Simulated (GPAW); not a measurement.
The system is Cu.

```xyz
1
Lattice="-1.4428 1.4428 1.3761 1.4428 -1.4428 1.3761 1.4428 1.4428 -1.3761" Properties=species:S:1:pos:R:3 pbc="T T T"
Cu    0.0000    0.0000    0.0000
```

This isn't the form of Cu at room conditions, which is fcc.

```yaml
Program: GPAW 26.7.0
Task: relaxation of cell and atoms
Functional: PBEsol
Dispersion: D4
Potentials_or_basis: PAW data sets generated in the run's folder for this functional
Cutoff: 600 eV
Basis: pw
k_mesh: 13 × 13 × 13
Occupations: fermi-dirac, width 0.05 eV
Spin: no spin polarisation
```

At the start: pressure -3.5 GPa; volume 11.46 Å³/atom.

Question: Where does the relaxation end?

Answer: Over 3 steps the energy falls by 2.4 meV/atom and the volume is 11.21 Å³/atom (-2.1 %); space group I4/mmm (No. 139, to 0.05 Å).

The path:
| step | energy change (eV) | largest force (eV/Å) | pressure (GPa) | volume (Å³) |
| --- | --- | --- | --- | --- |
| 1 | 0.0000 | 0.0000 | -3.51 | 11.46 |
| 2 | -0.0019 | 0.0000 | -1.77 | 11.34 |
| 3 | -0.0024 | 0.0000 | 0.06 | 11.21 |

Final structure:
```
Cu
1.0
    -1.43243    1.43243    1.36641
     1.43243   -1.43243    1.36641
     1.43243    1.43243   -1.36641
Cu
1
Direct
  0.00000 0.00000 0.00000
```

Caveat: with this Cu data set, volumes or pressures lay over 1.5 % or 2 GPa off other programs in two to four cells of ten; later steps reuse the first step's grids; pairwise dispersion overbinds metals, which lowers pressure and volume.
